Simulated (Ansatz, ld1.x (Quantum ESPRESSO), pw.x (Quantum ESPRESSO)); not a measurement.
# rhenium: does the RRKJ potential hold in the solid?

rhenium (Re), norm-conserving RRKJ (Kleinman–Bylander form), made with ld1.x (Quantum ESPRESSO) 7.5 (PBE, scalar-relativistic). Core [Xe] 4f14, reference 5d6 6s1 6p0. Waves: 6p (bound, empty): rc 2.65 bohr; 5d (bound): rc 2.00 bohr; 5f channel at -0.2 Ry: rc 2.40 bohr; 6s (bound): rc 2.85 bohr. Local part: the s channel. Core correction: Bessel-smoothed model core, default radius (core density twice the valence density). rho0 = 0.005.

Crystal test: sc Re in pw.x 7.5, no spin, 13³ k-points, Fermi–Dirac smearing 0.01 Ry, cutoffs 50/200 Ry. The reference is all-electron LAPW (Ansatz 0.2.0) with the same functional, mesh and smearing; V0 and B0 come from Birch–Murnaghan fits to the pressures at five volumes. Errors are pseudo minus all-electron; Δ is the rms difference of the E(V) curves that follow from these fits, minima aligned, over ±6 % about the mean V0. Mesh and smearing are coarse, so the numbers serve the comparison and aren't converged zero-temperature values; the lattice is a test structure that the element need not adopt.

All-electron: a0 = 2.581 Å (V0 = 17.19 Å³/atom), B0 = 257.9 GPa.

Task: How far does the potential miss the all-electron equation of state?

Result: mean pressure error (GPa): -2.03; a0 (Å): 2.574; a0 error (%): -0.26; B0 error (%): -1.4; Δ (meV/atom): 7.7. The largest radius (2.85 bohr) exceeds half the bond length (2.44 bohr), so the spheres overlap, which is one possible source of error among others.

```csv
V (Å³/atom),P all-electron (GPa),P pseudo (GPa)
16.316,15.12,12.42
16.746,7.20,4.89
17.175,0.27,-1.72
17.604,-5.80,-7.50
18.034,-11.11,-12.56
```

Task: At the middle volume, how do free energy and pressure move when the wave cutoff is lowered (ecutrho kept at four times it)?

Result:

```json
{"cutoff (Ry)": "22", "shift of F (meV/atom)": "+1344.0", "shift of P (GPa)": "-60.57"}
{"cutoff (Ry)": "30", "shift of F (meV/atom)": "+57.2", "shift of P (GPa)": "-5.32"}
{"cutoff (Ry)": "40", "shift of F (meV/atom)": "+1.3", "shift of P (GPa)": "+0.01"}
```

Input at the middle volume:

```
&control
  calculation='scf', prefix='x', pseudo_dir='./', outdir='./tmp', tstress=.true., disk_io='low'
/
&system
  ibrav=0, nat=1, ntyp=1, ecutwfc=50, ecutrho=200, nbnd=11,
  occupations='smearing', smearing='fd', degauss=0.01
/
&electrons
  conv_thr=1e-09, mixing_beta=0.4, electron_maxstep=70
/
ATOMIC_SPECIES
Re 1.0 Re.UPF
CELL_PARAMETERS angstrom
  2.58007451 0.00000000 0.00000000
  0.00000000 2.58007451 0.00000000
  0.00000000 0.00000000 2.58007451
ATOMIC_POSITIONS crystal
Re 0.0000 0.0000 0.0000
K_POINTS automatic
13 13 13 0 0 0
```

```bash
pw.x < Re.scf.in > Re.scf.out
```

Lines of the output:

```
Message from routine setup:
     using ibrav=0 with symmetry is DISCOURAGED, use correct ibrav instead
     lattice parameter (alat)  =       4.8756  a.u.
     unit-cell volume          =     115.9026 (a.u.)^3
     number of electrons       =         7.00
     number of Kohn-Sham states=           11
     kinetic-energy cutoff     =      50.0000  Ry
     charge density cutoff     =     200.0000  Ry
     scf convergence threshold =      1.0E-09
     Exchange-correlation= PBE
     number of k points=    84  Fermi-Dirac smearing, width (Ry)=  0.0100
     iteration #  1     ecut=    50.00 Ry     beta= 0.40
     total energy              =     -54.18928511 Ry
     estimated scf accuracy    <       0.09077669 Ry
     iteration #  2     ecut=    50.00 Ry     beta= 0.40
     total energy              =     -54.19186425 Ry
     estimated scf accuracy    <       0.01080756 Ry
     iteration #  3     ecut=    50.00 Ry     beta= 0.40
     total energy              =     -54.19356020 Ry
     estimated scf accuracy    <       0.00039356 Ry
     iteration #  4     ecut=    50.00 Ry     beta= 0.40
     total energy              =     -54.19358575 Ry
     estimated scf accuracy    <       0.00001212 Ry
     iteration #  5     ecut=    50.00 Ry     beta= 0.40
     total energy              =     -54.19358878 Ry
     estimated scf accuracy    <       0.00000023 Ry
     iteration #  6     ecut=    50.00 Ry     beta= 0.40
     total energy              =     -54.19358880 Ry
     estimated scf accuracy    <       0.00000002 Ry
     iteration #  7     ecut=    50.00 Ry     beta= 0.40
     the Fermi energy is    14.5000 ev
!    total energy              =     -54.19358881 Ry
     estimated scf accuracy    <          9.0E-11 Ry
     smearing contrib. (-TS)   =      -0.00531464 Ry
     The total energy is F=E-TS. E is the sum of the following terms:
     one-electron contribution =      12.39601327 Ry
     hartree contribution      =       0.96699582 Ry
     xc contribution           =     -39.03651556 Ry
     ewald contribution        =     -28.51476770 Ry
     convergence has been achieved in   7 iterations
          total   stress  (Ry/bohr**3)                   (kbar)     P=      -17.16
```

The run at the middle volume (84 k-points, 7 iterations) took about 5 s on one core of a shared host (Neoverse-V2, 96 threads, 742 GiB, load 42).
